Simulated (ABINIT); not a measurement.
# ZrS2 (P-3m1) in ABINIT: band structure with TB-mBJ

Aim: the band structure of ZrS2 with TB-mBJ.

Everything below comes from runs of ABINIT 10.8.3 (patched build). Logs are shortened: lines on timing, memory, paths and dates and some standing lists are left out, and cuts for length are marked. The log counts tension as positive stress, the text compression.

**Measured values to compare with.**

From “Stress-Tuned Optical Transitions in Layered 1T-MX2 (M= Hf, Zr, Sn; X= S, Se) Crystals”, 2022, arxiv:2210.12074, for a bulk crystal of ZrS2: band gap 1.68 eV (indirect).

The runs below are set against these values where they give the same quantity.

## 1. The crystal as given

Symmetry: P-3m1, No. 164, trigonal system. The conventional cell has a = 3.691 Å, b = 3.691 Å, c = 6.041 Å, α = 90.00°, β = 90.00°, γ = 120.00°. Around Zr (site symmetry -3m) lie 6 S at 2.57 Å. S (site symmetry 3m) is surrounded by 3 Zr at 2.57 Å.

The cell is a database's computed one.

## 2. Band structure, TB-mBJ

Contents of run.abi:

```
ndtset 2

pp_dirpath "./"
pseudos "Zr.LDA_PW-JTH.xml, S.LDA_PW-JTH.xml"

acell 3*1.0
rprim
     6.9757020403     0.0000000000     0.0000000000
    -3.4878510202     6.0411351761     0.0000000000
     0.0000000000     0.0000000000    11.4159810467
ntypat 2
znucl 40 16
natom 3
typat 1 2 2
xred
     0.0000000000     0.0000000000     0.0000000000
     0.3333333333     0.6666666667     0.2379099700
     0.6666666667     0.3333333333     0.7620900300

ecut 24.0
pawecutdg 46.0

ixc -208012
usekden 1
pawxcdev 0

occopt 3
tsmear 0.05 eV

nstep 100
diemix 0.3
optforces 0
optstress 0

iomode 3
prtwf 0
prteig 0
prtebands 0
prtden1 1
prtkden1 1
prtvha1 1
prtvclmb1 1
prtpot1 1

kptopt1 1
ngkpt1 7 7 4
nshiftk1 1
shiftk1 0.0 0.0 0.0
nband1 16
tolvrs1 1.0e-7

iscf2 -2
getden2 1
getkden2 1
nband2 22
nbdbuf2 4
tolwfr2 1.0e-11
kptopt2 -7
ndivsm2 8
prteig2 1
prtvol2 -3
kptbounds2
     0.0000000000     0.0000000000     0.0000000000
     0.5000000000     0.0000000000     0.0000000000
     0.3333333333     0.3333333333     0.0000000000
     0.0000000000     0.0000000000     0.0000000000
     0.0000000000     0.0000000000     0.5000000000
     0.5000000000     0.0000000000     0.5000000000
     0.3333333333     0.3333333333     0.5000000000
     0.0000000000     0.0000000000     0.5000000000
```

Potentials or basis: JTH PAW LDA v2.0.

Run with:

```console
abinit run.abi > log 2>&1
```

run.abo:

```text
.Version 10.8.3 of ABINIT
 DATASET    1 : space group P-3 m 1 (#164); Bravais hP (primitive hexag.)
================================================================================
 Values of the parameters that define the memory need for DATASET  1.
     intxc =       0    ionmov =       0      iscf =       7    lmnmax =      18
     lnmax =       6     mgfft =      54  mpssoang =       3    mqgrid =    3486
     natom =       3  nloc_mem =       2    nspden =       1   nspinor =       1
    nsppol =       1      nsym =      12    n1xccc =       1    ntypat =       2
    occopt =       3   xclevel =       2
       mpw =        2714          nfft =       55296          nkpt =          28
 PAW method is used; the additional fine FFT grid is defined by:
   mgfftf=        72    nfftf =    145800
================================================================================
================================================================================

 DATASET    2 : space group P-3 m 1 (#164); Bravais hP (primitive hexag.)
================================================================================
 Values of the parameters that define the memory need for DATASET  2.
     intxc =       0    ionmov =       0      iscf =      -2    lmnmax =      18
     lnmax =       6     mgfft =      54  mpssoang =       3    mqgrid =    3486
     natom =       3  nloc_mem =       2    nspden =       1   nspinor =       1
    nsppol =       1      nsym =      12    n1xccc =       1    ntypat =       2
    occopt =       3   xclevel =       2
       mpw =        2749          nfft =       55296          nkpt =          91
 PAW method is used; the additional fine FFT grid is defined by:
   mgfftf=        72    nfftf =    145800
================================================================================
================================================================================

--------------------------------------------------------------------------------
------------- Echo of variables that govern the present computation ------------
--------------------------------------------------------------------------------
 -outvars: echo values of preprocessed input variables --------
            acell      1.0000000000E+00  1.0000000000E+00  1.0000000000E+00 Bohr
              amu      9.12240000E+01  3.20660000E+01
           diemix      3.00000000E-01
             ecut      2.40000000E+01 Hartree
           getden1          0
           getden2          1
          getkden1          0
          getkden2          1
             iscf1          7
             iscf2         -2
              ixc     -208012
           jdtset        1    2
           kptopt1          1
           kptopt2         -7
         kptrlatt        7    0    0      0    7    0      0    0    4
          kptrlen1     4.56639242E+01
          kptrlen2     3.00000000E+01
            natom           3
            nband1         16
            nband2         22
           nbdbuf1          0
           nbdbuf2          4
           ndtset           2
           ndivsm1          0
           ndivsm2          8
            ngfft          32      32      54
          ngfftdg          45      45      72
             nkpt1         28
             nkpt2         91
            nstep         100
             nsym          12
           ntypat           2
           occopt           3
        optforces           0
        optstress           0
        pawecutdg      4.60000000E+01 Hartree
         pawxcdev           0
        prtebands           0
           prteig1          0
           prteig2          1
          prtkden           1
           prtpot1          1
           prtpot2          0
         prtvclmb1          1
[... 277 lines left out ...]
  4.5510E-01  5.5660E-01  5.5660E-01  6.5685E-01
 Non-SCF case, kpt    2 (  0.03333  0.00000  0.00000), residuals and eigenvalues=
  6.01E-12  2.61E-12  5.83E-12  1.70E-12  5.46E-12  9.37E-12  5.17E-12  7.12E-12
  7.87E-12  1.82E-12  4.16E-12  9.93E-12  1.94E-12  1.71E-12  5.08E-12  4.29E-12
[... 703 lines left out ...]
  2.08E-12  6.58E-12  9.11E-12  6.18E-12  3.49E-12  4.94E-12  5.90E-12  5.24E-12
  6.47E-12  2.43E-12  2.44E-10  2.44E-08  2.46E-08  2.19E-08
 -1.6165E+00 -8.0667E-01 -8.0132E-01 -8.0124E-01 -2.6538E-01 -2.3205E-01
  7.9388E-02  8.7114E-02  8.8523E-02  1.4429E-01  1.7963E-01  1.8101E-01
  2.6416E-01  2.6493E-01  3.0989E-01  3.8391E-01  3.8540E-01  4.5270E-01
  5.0703E-01  5.5966E-01  5.6187E-01  5.8061E-01
 Non-SCF case, kpt   91 (  0.00000  0.00000  0.50000), residuals and eigenvalues=
  6.41E-12  2.89E-12  2.71E-12  1.85E-13  9.39E-12  4.60E-12  9.07E-12  1.51E-12
  3.28E-12  2.32E-12  3.65E-12  1.28E-12  7.25E-12  6.88E-12  3.37E-12  2.92E-12
  6.19E-12  5.29E-12  4.60E-11  9.34E-10  4.13E-09  4.27E-09
 -1.6165E+00 -8.0670E-01 -8.0122E-01 -8.0122E-01 -2.6579E-01 -2.3198E-01
  7.8964E-02  8.8292E-02  8.8292E-02  1.4278E-01  1.8207E-01  1.8207E-01
  2.6354E-01  2.6354E-01  3.0930E-01  3.8589E-01  3.8589E-01  4.5007E-01
  5.0600E-01  5.6038E-01  5.6038E-01  5.7987E-01

Result for kinetic energy density :

--------------------------------------------------------------------------------
 Total kinetic energy density [Ha/Bohr^3]
)     Maximum=    1.2766E+00  at reduced coord.    0.0000    0.0000    0.0000
)     Minimum=    4.1281E-04  at reduced coord.    0.0000    0.0000    0.5000
   Integrated=    2.0892E+01
--------------------------------------------------------------------------------

--- !ResultsGS
iteration_state: {dtset: 2, }
comment   : Summary of ground state results
lattice_vectors:
- [  6.9757020,   0.0000000,   0.0000000, ]
- [ -3.4878510,   6.0411352,   0.0000000, ]
- [  0.0000000,   0.0000000,  11.4159810, ]
lattice_lengths: [   6.97570,    6.97570,   11.41598, ]
lattice_angles: [ 90.000,  90.000, 120.000, ] # degrees, (23, 13, 12)
lattice_volume:   4.8108267E+02
convergence: {deltae:  0.000E+00, res2:  0.000E+00, residm:  9.988E-12, diffor:  0.000E+00, }
etotal    :  -5.59270936E+01
entropy   :   0.00000000E+00
fermie    :   2.19489424E-01
cartesian_stress_tensor: null
pressure_GPa: null
xred      :
- [  0.0000E+00,   0.0000E+00,   0.0000E+00, Zr]
- [  3.3333E-01,   6.6667E-01,   2.3791E-01,  S]
- [  6.6667E-01,   3.3333E-01,   7.6209E-01,  S]
cartesian_forces: null
force_length_stats: {min: null, max: null, mean: null, }
...

 Integrated electronic density in atomic spheres:
 ------------------------------------------------
 Atom  Sphere_radius  Integrated_density
    1        2.22030          8.87654528
    2        1.90380          3.63755642
    3        1.90380          3.63755642

================================================================================

 ----iterations are completed or convergence reached----

 Mean square residual over all n,k,spin=   51.963E-13; max=  99.876E-13
 reduced coordinates (array xred) for    3 atoms
       0.000000000000      0.000000000000      0.000000000000
       0.333333333333      0.666666666667      0.237909970000
       0.666666666667      0.333333333333      0.762090030000

 cartesian coordinates (angstrom) at end:
    1      0.00000000000000     0.00000000000000     0.00000000000000
    2     -0.00000000001764     2.13122070733856     1.43723244924514
    3      1.84569127362720     1.06561035366928     4.60384455667074
 length scales=  1.000000000000  1.000000000000  1.000000000000 bohr
              =  0.529177210544  0.529177210544  0.529177210544 angstroms
 Eigenvalues (hartree) for nkpt=  91  k points:
 kpt#   1, nband= 22, wtk=  1.00000, kpt=  0.0000  0.0000  0.0000 (reduced coord)
  -1.61656   -0.80669   -0.80123   -0.80123   -0.27167   -0.22320    0.04975    0.08740
   0.08740    0.18521    0.18521    0.19028    0.26427    0.26427    0.29793    0.37685
   0.37685    0.43866    0.45510    0.55660    0.55660    0.65685
 kpt#   2, nband= 22, wtk=  1.00000, kpt=  0.0333  0.0000  0.0000 (reduced coord)
  -1.61654   -0.80666   -0.80132   -0.80124   -0.27126   -0.22332    0.05028    0.08708
   0.08764    0.18267    0.18412    0.19051    0.26489    0.26565    0.29824    0.37559
   0.37661    0.44159    0.45681    0.55618    0.55812    0.65542
 kpt#   3, nband= 22, wtk=  1.00000, kpt=  0.0667  0.0000  0.0000 (reduced coord)
  -1.61652   -0.80660   -0.80160   -0.80130   -0.27008   -0.22369    0.05184    0.08618
   0.08834    0.17562    0.18112    0.19107    0.26625    0.26950    0.29923    0.37260
   0.37595    0.44943    0.46190    0.55503    0.56260    0.65077
 kpt#   4, nband= 22, wtk=  1.00000, kpt=  0.1000  0.0000  0.0000 (reduced coord)
  -1.61648   -0.80649   -0.80204   -0.80140   -0.26814   -0.22428    0.05439    0.08492
   0.08944    0.16535    0.17684    0.19152    0.26740    0.27512    0.30106    0.36944
   0.37511    0.46009    0.47044    0.55354    0.56981    0.63933
 kpt#   5, nband= 22, wtk=  1.00000, kpt=  0.1333  0.0000  0.0000 (reduced coord)
[... 333 lines left out ...]
   0.09016    0.15349    0.16403    0.17334    0.26866    0.27255    0.31442    0.37275
   0.38155    0.47024    0.51493    0.55476    0.56748    0.59076
 kpt#  89, nband= 22, wtk=  1.00000, kpt=  0.0392  0.0392  0.5000 (reduced coord)
  -1.61652   -0.80660   -0.80161   -0.80130   -0.26417   -0.23224    0.08063    0.08407
   0.08918    0.14827    0.17309    0.17798    0.26593    0.26840    0.31162    0.37892
   0.38395    0.45987    0.51007    0.55766    0.56517    0.58363
 kpt#  90, nband= 22, wtk=  1.00000, kpt=  0.0196  0.0196  0.5000 (reduced coord)
  -1.61654   -0.80667   -0.80132   -0.80124   -0.26538   -0.23205    0.07939    0.08711
   0.08852    0.14429    0.17963    0.18101    0.26416    0.26493    0.30989    0.38391
   0.38540    0.45270    0.50703    0.55966    0.56187    0.58061
 kpt#  91, nband= 22, wtk=  1.00000, kpt=  0.0000  0.0000  0.5000 (reduced coord)
  -1.61655   -0.80670   -0.80122   -0.80122   -0.26579   -0.23198    0.07896    0.08829
   0.08829    0.14278    0.18207    0.18207    0.26354    0.26354    0.30930    0.38589
   0.38589    0.45007    0.50600    0.56038    0.56038    0.57987

== END DATASET(S) ==============================================================
================================================================================

 -outvars: echo values of variables after computation  --------
            acell      1.0000000000E+00  1.0000000000E+00  1.0000000000E+00 Bohr
           etotal1    -5.5927093585E+01
            fcart1     9.9999999999E+99  9.9999999999E+99  9.9999999999E+99
                       9.9999999999E+99  9.9999999999E+99  9.9999999999E+99
                       9.9999999999E+99  9.9999999999E+99  9.9999999999E+99
            rprim      6.9757020403E+00  0.0000000000E+00  0.0000000000E+00
                      -3.4878510202E+00  6.0411351761E+00  0.0000000000E+00
                       0.0000000000E+00  0.0000000000E+00  1.1415981047E+01
           strten1     9.9999999999E+99  9.9999999999E+99  9.9999999999E+99
                       9.9999999999E+99  9.9999999999E+99  9.9999999999E+99
           xangst      0.0000000000E+00  0.0000000000E+00  0.0000000000E+00
                      -1.7639701785E-11  2.1312207073E+00  1.4372324492E+00
                       1.8456912736E+00  1.0656103537E+00  4.6038445567E+00
             xred      0.0000000000E+00  0.0000000000E+00  0.0000000000E+00
                       3.3333333333E-01  6.6666666667E-01  2.3790997000E-01
                       6.6666666667E-01  3.3333333333E-01  7.6209003000E-01
 Calculation completed.
```

It took 9 min on 1 thread of Arm Neoverse V2, shared host; peak memory 0.24 GiB.

Results:

| Quantity | Value |
| --- | --- |
| Band gap on the k mesh | 1.57 eV, indirect (least direct gap 2.01 eV) |
| Band gap along the path | 1.51 eV, indirect (least direct gap 2.01 eV) |
| Valence electrons inside the program's atomic spheres | Zr 8.88; S 3.64 |

Levels at the corners of the path, in eV from the valence-band top:
| point | band 10 | band 11 | band 12 | band 13 | band 14 | band 15 |
| --- | --- | --- | --- | --- | --- | --- |
| Γ | -0.17 | -0.17 | -0.03 | 1.98 | 1.98 | 2.89 |
| M | -2.18 | -1.50 | -1.18 | 1.64 | 3.59 | 3.88 |
| K | -1.86 | -1.86 | -1.39 | 2.67 | 3.51 | 3.51 |
| Γ | -0.17 | -0.17 | -0.03 | 1.98 | 1.98 | 2.89 |
| A | -1.33 | -0.26 | -0.26 | 1.96 | 1.96 | 3.20 |
| L | -2.11 | -1.01 | -0.76 | 1.51 | 3.57 | 3.88 |
| H | -1.73 | -1.73 | -1.73 | 2.75 | 3.35 | 3.35 |
| A | -1.33 | -0.26 | -0.26 | 1.96 | 1.96 | 3.20 |

Caveat: the constant c of TB-mBJ comes from the pseudo density here, which moves gaps by up to 0.3 eV between sets of potentials; the PAW data sets were made with another functional, which shifts forces and pressure a little.

## 3. Against experiment

Step 2. Measured gap of ZrS2: 1.68 eV (indirect; quoted in “Stress-Tuned Optical Transitions in Layered 1T-MX2 (M= Hf, Zr, Sn; X= S, Se) Crystals”, 2022, arxiv:2210.12074). This calculation gives 1.51 eV (-0.17 eV). Spin-orbit coupling on Zr is left out. The value is that of TB-mBJ, without temperature or zero-point motion. The cell is a database's relaxed one, not the measured one, which moves gaps too.
